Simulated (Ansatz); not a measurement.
# Br: band structure with LDA

Crystal: Br.

```xyz
4
Lattice="3.3632 -2.3226 0.0000 3.3632 2.3226 0.0000 0.0000 0.0000 8.7023" Properties=species:S:1:pos:R:3 pbc="T T T"
Br    3.3632    0.6266    3.3948
Br    3.3632    1.6959    7.7459
Br    3.3632   -0.6266    5.3075
Br    3.3632   -1.6959    0.9564
```

```yaml
Program: Ansatz 0.2.0
Task: band structure
Functional: LDA
Potentials_or_basis: all-electron LAPW, scalar-relativistic
Cutoff: 319 eV (chosen from the basis error)
Basis_error_allowed: 0.002 eV/atom
k_mesh: 7 × 7 × 3
Occupations: fermi-dirac, width 0.05 eV
Spin: no spin polarisation
```

```
Pressure                : -1.2 GPa
Largest force           : 0.694 eV/Å
Band gap on the k mesh  : 1.76 eV, indirect (least direct gap 1.78 eV)
Band gap along the path : 1.71 eV, indirect (least direct gap 1.76 eV)
```

Forces in eV/Å, atoms in the order of the input:
```
Br   0.000  0.289 -0.631
Br   0.000 -0.289 -0.631
Br   0.000 -0.289  0.631
Br   0.000  0.289  0.631
```

Stress tensor (GPa, compression positive):
```
-1.05  0.00  0.00
 0.00 -1.90  0.00
 0.00  0.00 -0.70
```

Levels at the corners of the path, in eV from the valence-band top:
```
point  band 48  band 49  band 50  band 51  band 52  band 53
    Γ    -0.38    -0.08    -0.03     1.74     2.53     5.54
    X    -0.90    -0.35    -0.02     1.98     2.24     7.59
    S    -0.86    -0.26    -0.26     2.44     2.44     6.82
    R    -0.55     0.00     0.00     2.14     2.14     7.14
    A    -0.55    -0.51    -0.51     2.10     2.10     8.11
    Z    -0.86    -0.06    -0.06     1.95     1.95     6.31
    Γ    -0.38    -0.08    -0.03     1.74     2.53     5.54
    Y    -1.19    -0.42    -0.02     1.80     2.20     7.04
```

Run time: 92 s on 2 threads of Intel(R) Xeon(R) Processor @ 2.50GHz (Skylake/Cascade Lake) (shared host), peak memory 0.58 GiB.

As with any semilocal functional, this LDA gap is likely too small.
